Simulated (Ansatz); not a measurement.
# Pd (Fm-3m) in Ansatz: a series of runs

One crystal, Pd, is run at these levels: r2SCAN+rVV10; tasks: single point, equation of state.

Everything below comes from runs of Ansatz 0.2.0. Logs are shortened: lines on timing, memory, paths and dates and some standing lists are left out, and cuts for length are marked.

## (1) Starting point

Symmetry: Fm-3m, No. 225, cubic system. The conventional cell has a = 3.893 Å, b = 3.893 Å, c = 3.893 Å, α = 90.00°, β = 90.00°, γ = 90.00°. Pd (site symmetry m-3m) has 12 Pd at 2.75 Å as nearest neighbours.

## (2) Single point, r2SCAN+rVV10, 13.87 Å³/atom (volume scaled by 0.94)

File input.yaml:

```yaml
crystal:
  lattice:
    - [0.0, 1.9067643606, 1.9067643606]
    - [1.9067643606, 0.0, 1.9067643606]
    - [1.9067643606, 1.9067643606, 0.0]
  atoms:
    - { symbol: Pd, position: [0.0, 0.0, 0.0] }
hamiltonian:
  xc: r2scan
  pseudopotentials: { kind: paw }
  dispersion: rvv10
kpoints:
  mp_grid: { grid: [12, 12, 12] }
scf:
  occupations: { method: fermi_dirac, width: 0.05 }
output:
  forces: true
  stress: true
  eigenvalues: true
```

Potentials or basis: Ansatz PAW.

On the command line:

```bash
$ ansatz run input.yaml --threads 2 --pin off --max-ram 5120MiB --backend cpu --events-out ev --progress --plain --runs-dir out
```

What it wrote:

```text
Warning: RAYON_NUM_THREADS=2 ignored (pool sized by the plan → 2); use --threads N
Engine: ansatz 0.2.0, x86_64-unknown-linux-gnu
Pseudopotentials: kind: paw
Pseudopotential: Pd, paw, valence charge 18, recommended cutoff 500 eV (meta_gga), Pd.paw.azcp
Functional definition: r2SCAN+rVV10
  parameter k0 = 0.174
  parameter k1 = 0.065
  parameter a1 = 4.9479
  exchange = r2scan_x(k0 = k0, k1 = k1, a1 = a1)
  correlation = r2scan_c + rvv10(11.95, 0.0093)
Crystal: 1 atoms, lattice volume = 13.865 Å³
Basis set: ecut = 500 eV, 339 PW (Γ), exchange–correlation on 96×96×96 points (64 copies of the dense FFT grid, shifted against one another)
Bands: 13, of which v1, the nominal top of the filled ones, is band 9 counted from 1 (8 counted from 0)
Symmetry: 48 space group operations
Space group: Fm-3m (ITA 225), of the structure as read, at distance tolerance 2.4e-5 Å
k-points: 72 of 1728
Non-local potential: Pd, projectors of the file, l = 0: 2, l = 1: 2, l = 2: 2, l = 3: 1
PAW form: soft (Blöchl's): semilocal exchange-correlation on the pseudo side does not see the compensation charge
rVV10 density: all electrons in the spheres
PAW frozen core: Pd, regenerated for the run's functional (the file was generated under x = pbe(κ = 0.804, μ = 0.2195149727645171), c = pbe(β = 0.06672455060314922))
PAW one-centre angular grid: Pd, 590 points (default); XC on 160 Gauss nodes
Initial density: superposition of atomic densities (neutral atoms: chi_scale 0, normalization atom), corrected by the library's trained network
Initial wavefunctions: pseudopotential atomic-orbital guess
Functional: x = r2scan, c = r2scan + rvv10(b = 11.95, C = 0.0093); τ floored in thin density (d = 2e-4 eV/Å³)
SCF iter   1: F=—  HF=-6984.052766 eV  |F-HF|=—  |Δ(HF+E_count)|=         —  Δρ=1.79e-2  dr2=2.56e-2  dr2_τ=9.95e-3  ethr=1.77e-3  ⟨swp⟩=5.7  Hψ=5390  notcnv=0
preconditioner: auto → none  [metal: Δε(μ)=0.007 eV  Ē_g=15.675 eV  σ=0.050 eV  W_gap=0.04  n_scr=0 (ndim 8)  ℏωp=31.5 eV  f_vac=0.000  D(μ)=2.21/eV (n_scr^D=26)]
SCF iter   2: F=—  HF=-6984.064635 eV  |F-HF|=—  |Δ(HF+E_count)|=   1.19e-2  Δρ=1.00e-2  dr2=5.80e-3  dr2_τ=8.37e-4  ethr=1.42e-4  ⟨swp⟩=2.6  Hψ=2046  notcnv=0
SCF iter   3: F=—  HF=-6984.063231 eV  |F-HF|=—  |Δ(HF+E_count)|=   1.40e-3  Δρ=4.29e-3  dr2=9.46e-4  dr2_τ=7.19e-5  ethr=3.22e-5  ⟨swp⟩=2.4  Hψ=1618  notcnv=0
SCF iter   4: F=—  HF=-6984.063203 eV  |F-HF|=—  |Δ(HF+E_count)|=   2.83e-5  Δρ=1.57e-3  dr2=1.87e-4  dr2_τ=9.91e-6  ethr=5.26e-6  ⟨swp⟩=1.0  Hψ=936  notcnv=0
SCF iter   5: F=—  HF=-6984.063190 eV  |F-HF|=—  |Δ(HF+E_count)|=   1.30e-5  Δρ=3.39e-4  dr2=1.21e-5  dr2_τ=4.85e-7  ethr=1.04e-6  ⟨swp⟩=1.3  Hψ=1062  notcnv=0
SCF iter   6: F=—  HF=-6984.063184 eV  |F-HF|=—  |Δ(HF+E_count)|=   5.35e-6  Δρ=7.14e-5  dr2=6.52e-7  dr2_τ=1.88e-8  ethr=6.72e-8  ⟨swp⟩=2.2  Hψ=1314  notcnv=0
SCF iter   7: F=-6984.063184 eV  HF=-6984.063184 eV  |F-HF|=6.93e-9  |Δ(HF+E_count)|=   1.02e-7  Δρ=1.05e-5  dr2=1.28e-8  dr2_τ=3.60e-10  ethr=5.56e-10  ⟨swp⟩=5.0  Hψ=4115  notcnv=0
SCF 1 converged in 7 iterations: F = -6984.063184 eV  dr2 = 1.28e-8
SCF converged after 7 iterations
Free energy (F): -6984.063184 eV
Harris-Foulkes:  -6984.063184 eV  (|F-HF|=6.93e-9)
Internal energy: -6984.046048 eV  (E = F + TS)
E sigma→0 (E₀):  -6984.054616 eV
Entropy (-TS):   -0.017136 eV (-17.136 meV/atom)
Fermi energy:    21.248266 eV
--- Per-component energies (eV) ---
  E_band       = -128.804771
  E_kinetic    = 516.928222
  E_local      = -1664.394356  (includes V_loc(G=0)·N_el)
  E_nonlocal   = 217.285441
  E_hartree    = 682.629187
  E_xc         = -159.489946
  E_vxc        = -233.427202  (∫ρ·V_xc dr)
  E_paw        = -3771.983979  (= ΣΔE_a)
  E_vpaw       = -347.602991  (= ΣTr[D̂ρ^β])
  E_aug_tail   = 0.000075  (compensation charges beyond the density's cutoff)
  E_vtau       = 17.153472  (kinetic-family band-sum trace: ∫τ·v_τ [+ j·A + Jᵃ·Aᵃ] dr)
  E_ewald      = -2804.568605
  E_core_change = -0.452087  (= ΣΔE_core)
  E_smearing   = -0.017136  (= −TS)
  E_closure    = -0.000000  (closes the sum)
  Σ components = -6984.063184   (vs F -6984.063184, Δ=0.00e0)
--- Forces (eV/Å), atoms counted from 1 ---
  atom   1  Pd    -0.00000000     0.00000000     0.00000000
  max |Σ_I F_I| component: 6.98e-32 eV/Å
--- Stress (GPa, compression-positive) ---
       13.569708       0.000000       0.000000
       -0.000000      13.569708      -0.000000
        0.000000       0.000000      13.569708
  P = ⅓ Tr σ = 13.5697 GPa (135.697 kbar)
--- Band table (eV; the first three rows and the last of 72) ---
  k-point 0: bands = ["-65.3996", "-30.0000", "-30.0000", "-30.0000", "13.6043", "18.0472", "18.0472", "18.0472", "19.8292", "19.8292", "39.0141", "44.2903", "44.2903"]
  k-point 1: bands = ["-65.3945", "-30.0371", "-30.0052", "-30.0052", "13.8794", "17.9493", "18.1432", "18.1432", "19.7842", "19.7842", "39.3271", "42.8420", "44.6364"]
  k-point 2: bands = ["-65.3804", "-30.1380", "-30.0193", "-30.0193", "14.6105", "17.7907", "18.3341", "18.3341", "19.7565", "19.7565", "39.5900", "40.5863", "45.5745"]
  k-point 71: bands = ["-65.2968", "-30.3580", "-30.3580", "-30.2060", "16.3609", "17.4472", "17.4472", "19.7189", "21.6206", "31.0782", "31.0782", "32.7702", "34.0095"]
```

Run time: 1.2 s. Hardware: 2 threads of Intel Xeon Platinum 8488C (Sapphire Rapids), shared host; peak memory 0.4 GiB.

Results:

* Free energy: -6984.0632 eV
* Pressure: 13.6 GPa
* Band gap on the k mesh: none (metal or under the smearing width)

Caveat: the pressure holds a Pulay correction of +0.3 GPa for the finite cutoff; pairwise dispersion overbinds metals, which lowers pressure and volume; the PAW data sets come from PBE, with cores solved anew for the run's functional, which leaves a small shift of forces and pressure.

## (3) Single point, r2SCAN+rVV10, 14.16 Å³/atom (volume scaled by 0.96)

input.yaml: that of step 2 with these lines changed.

```diff
@@ -2,5 +2,5 @@
   lattice:
-    - [0.0, 1.9067643606, 1.9067643606]
-    - [1.9067643606, 0.0, 1.9067643606]
-    - [1.9067643606, 1.9067643606, 0.0]
+    - [0.0, 1.9201927211, 1.9201927211]
+    - [1.9201927211, 0.0, 1.9201927211]
+    - [1.9201927211, 1.9201927211, 0.0]
   atoms:
@@ -19 +19,5 @@
   eigenvalues: true
+  write_density: true
+  write_potential: true
+  elf: true
+  volumetric_format: npy
```

Potentials or basis: Ansatz PAW.

On the command line:

```bash
$ ansatz run input.yaml --threads 2 --pin off --max-ram 5120MiB --backend cpu --events-out ev --progress --plain --runs-dir out
```

Run time: 1.6 s. Hardware: 2 threads of Intel Xeon Platinum 8488C (Sapphire Rapids), shared host; peak memory 0.41 GiB.

The run converged. Its results:

| Property | Result |
| --- | --- |
| Free energy | -6984.0831 eV |
| Pressure | 8.2 GPa |
| Band gap on the k mesh | none (metal or under the smearing width) |

Caveat: pairwise dispersion overbinds metals, which lowers pressure and volume; the PAW data sets come from PBE, with cores solved anew for the run's functional, which leaves a small shift of forces and pressure.

## (4) Single point, r2SCAN+rVV10, 14.46 Å³/atom (volume scaled by 0.98)

File input.yaml:

```yaml
crystal:
  lattice:
    - [0.0, 1.933435848, 1.933435848]
    - [1.933435848, 0.0, 1.933435848]
    - [1.933435848, 1.933435848, 0.0]
  atoms:
    - { symbol: Pd, position: [0.0, 0.0, 0.0] }
hamiltonian:
  xc: r2scan
  pseudopotentials: { kind: paw }
  dispersion: rvv10
kpoints:
  mp_grid: { grid: [12, 12, 12] }
scf:
  occupations: { method: fermi_dirac, width: 0.05 }
output:
  forces: true
  stress: true
  eigenvalues: true
```

On the command line:

```bash
$ ansatz run input.yaml --threads 2 --pin off --max-ram 5120MiB --backend cpu --events-out ev --progress --plain --runs-dir out
```

It took 1.3 s on 2 threads of Intel Xeon Platinum 8488C (Sapphire Rapids), shared host; peak memory 0.41 GiB.

Results (log left out):

```yaml
Free_energy: -6984.0938 eV
Pressure: 3.5 GPa
Band_gap_on_the_k_mesh: none (metal or under the smearing width)
```

Caveat: pairwise dispersion overbinds metals, which lowers pressure and volume; the PAW data sets come from PBE, with cores solved anew for the run's functional, which leaves a small shift of forces and pressure.

## (5) Single point, r2SCAN+rVV10, 14.75 Å³/atom

input.yaml: that of step 4 with these lines changed.

```diff
@@ -2,5 +2,5 @@
   lattice:
-    - [0.0, 1.933435848, 1.933435848]
-    - [1.933435848, 0.0, 1.933435848]
-    - [1.933435848, 1.933435848, 0.0]
+    - [0.0, 1.9465, 1.9465]
+    - [1.9465, 0.0, 1.9465]
+    - [1.9465, 1.9465, 0.0]
   atoms:
```

On the command line:

```bash
$ ansatz run input.yaml --threads 2 --pin off --max-ram 5120MiB --backend cpu --events-out ev --progress --plain --runs-dir out
```

Wall time 1.3 s (2 threads of Intel Xeon Platinum 8488C (Sapphire Rapids), shared host); peak memory 0.38 GiB.

Results (log left out):

```yaml
Free_energy: -6984.0964 eV
Pressure: -0.7 GPa
Band_gap_on_the_k_mesh: none (metal or under the smearing width)
```

Caveat: pairwise dispersion overbinds metals, which lowers pressure and volume; the PAW data sets come from PBE, with cores solved anew for the run's functional, which leaves a small shift of forces and pressure.

## (6) Single point, r2SCAN+rVV10, 15.05 Å³/atom (volume scaled by 1.02)

input.yaml: that of step 5 with these lines changed.

```diff
@@ -2,5 +2,5 @@
   lattice:
-    - [0.0, 1.9465, 1.9465]
-    - [1.9465, 0.0, 1.9465]
-    - [1.9465, 1.9465, 0.0]
+    - [0.0, 1.9593911042, 1.9593911042]
+    - [1.9593911042, 0.0, 1.9593911042]
+    - [1.9593911042, 1.9593911042, 0.0]
   atoms:
```

Potentials or basis: Ansatz PAW.

On the command line:

```bash
$ ansatz run input.yaml --threads 2 --pin off --max-ram 5120MiB --backend cpu --events-out ev --progress --plain --runs-dir out
```

Run time: 1.4 s. Hardware: 2 threads of Intel Xeon Platinum 8488C (Sapphire Rapids), shared host; peak memory 0.41 GiB.

Results (log left out):

* Free energy: -6984.0917 eV
* Pressure: -4.3 GPa
* Band gap on the k mesh: none (metal or under the smearing width)

Caveat: pairwise dispersion overbinds metals, which lowers pressure and volume; the PAW data sets come from PBE, with cores solved anew for the run's functional, which leaves a small shift of forces and pressure.

## (7) Single point, r2SCAN+rVV10, 15.34 Å³/atom (volume scaled by 1.04)

input.yaml: that of step 6 with these lines changed.

```diff
@@ -2,5 +2,5 @@
   lattice:
-    - [0.0, 1.9593911042, 1.9593911042]
-    - [1.9593911042, 0.0, 1.9593911042]
-    - [1.9593911042, 1.9593911042, 0.0]
+    - [0.0, 1.9721147795, 1.9721147795]
+    - [1.9721147795, 0.0, 1.9721147795]
+    - [1.9721147795, 1.9721147795, 0.0]
   atoms:
```

On the command line:

```bash
$ ansatz run input.yaml --threads 2 --pin off --max-ram 5120MiB --backend cpu --events-out ev --progress --plain --runs-dir out
```

Run time: 1.4 s. Hardware: 2 threads of Intel Xeon Platinum 8488C (Sapphire Rapids), shared host; peak memory 0.4 GiB.

It converged, with:

```
Free energy            : -6984.0808 eV
Pressure               : -7.5 GPa
Band gap on the k mesh : none (metal or under the smearing width)
```

Caveat: pairwise dispersion overbinds metals, which lowers pressure and volume; the PAW data sets come from PBE, with cores solved anew for the run's functional, which leaves a small shift of forces and pressure.

## (8) Single point, r2SCAN+rVV10, 15.64 Å³/atom (volume scaled by 1.06)

input.yaml: that of step 7 with these lines changed.

```diff
@@ -2,5 +2,5 @@
   lattice:
-    - [0.0, 1.9721147795, 1.9721147795]
-    - [1.9721147795, 0.0, 1.9721147795]
-    - [1.9721147795, 1.9721147795, 0.0]
+    - [0.0, 1.9846763588, 1.9846763588]
+    - [1.9846763588, 0.0, 1.9846763588]
+    - [1.9846763588, 1.9846763588, 0.0]
   atoms:
```

On the command line:

```bash
$ ansatz run input.yaml --threads 2 --pin off --max-ram 5120MiB --backend cpu --events-out ev --progress --plain --runs-dir out
```

Wall time 1.4 s (2 threads of Intel Xeon Platinum 8488C (Sapphire Rapids), shared host); peak memory 0.41 GiB.

The run converged. Its results:

```
Free energy            : -6984.0645 eV
Pressure               : -10.3 GPa
Band gap on the k mesh : none (metal or under the smearing width)
```

Caveat: pairwise dispersion overbinds metals, which lowers pressure and volume; the PAW data sets come from PBE, with cores solved anew for the run's functional, which leaves a small shift of forces and pressure.

## (9) Equation of state, r2SCAN+rVV10

Potentials or basis: Ansatz PAW.

This step only gathers the single runs of the series.

What came out:

* Equilibrium volume: 14.70 Å³/atom
* Bulk modulus: 198 GPa
* Pressure derivative of the bulk modulus: 5.5

Energy against volume, from the lowest point:
```tsv
volume (Å³/atom)	energy (meV/atom)
13.865	33.17
14.160	13.21
14.455	2.53
14.750	0.00
15.045	4.62
15.340	15.53
15.635	31.90
```

Caveat: the PAW data sets were made with another functional, which shifts forces and pressure a little.
